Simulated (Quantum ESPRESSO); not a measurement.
**KF (Carobbiite) in Quantum ESPRESSO: the effect of functional**

The system is KF (Carobbiite).

```
CELL_PARAMETERS angstrom
0.00000 2.67185 2.67185
2.67185 0.00000 2.67185
2.67185 2.67185 0.00000
ATOMIC_POSITIONS crystal
K 0.00000 0.00000 0.00000
F 0.50000 0.50000 0.50000
```

Alike in all runs:

* Program: Quantum ESPRESSO 7.5
* Task: dielectric tensor
* Cutoff: 1143 eV
* Density cutoff: 4572 eV
* k mesh: 6 × 6 × 6, shifted
* Occupations: fermi-dirac, width 0.05 eV
* Spin: no spin polarisation

```csv
functional,potentials or basis,pressure (GPa),dielectric constant (mean)
LDA,PseudoDojo 0.4.1 SR LDA standard,?,?
PBEsol,PseudoDojo 0.4.1 SR PBEsol standard,-0.7,2.00
WC,PseudoDojo 0.4.1 SR PBE standard,-0.5,2.00
BLYP,PseudoDojo 0.4.1 SR PBE standard,2.1,1.98
AM05,PseudoDojo 0.4.1 SR PBE standard,0.5,1.99
```

What does the run with functional LDA give?

Pressure -3.6 GPa; dielectric constant 2.02 mean.

Caveats: the potentials were made for another functional, which shifts forces and pressure (some runs); the cell is more than 3 GPa from zero pressure, which shifts response properties (some runs).

Runs at the PBE level aren't shown here.
